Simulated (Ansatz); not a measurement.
Structure types of B were relaxed at one common pressure (all-electron LAPW in Ansatz 0.2.0 under PBE, scalar-relativistic, no spin polarisation, zero temperature). They take these volumes:

```
              type  space group  V (Å³/atom)
               fcc        Fm-3m         4.25
               bcc        Im-3m         4.31
               hcp     P6_3/mmc         4.32
  simple hexagonal       P6/mmm         4.52
distorted graphite     P6_3/mmc         4.97
          beta tin     I4_1/amd         4.60
```

Problem. At about which pressure, and is the densest type also the lowest in enthalpy?

Solution. 160 GPa. The densest is fcc, and it is also the lowest in enthalpy among these.
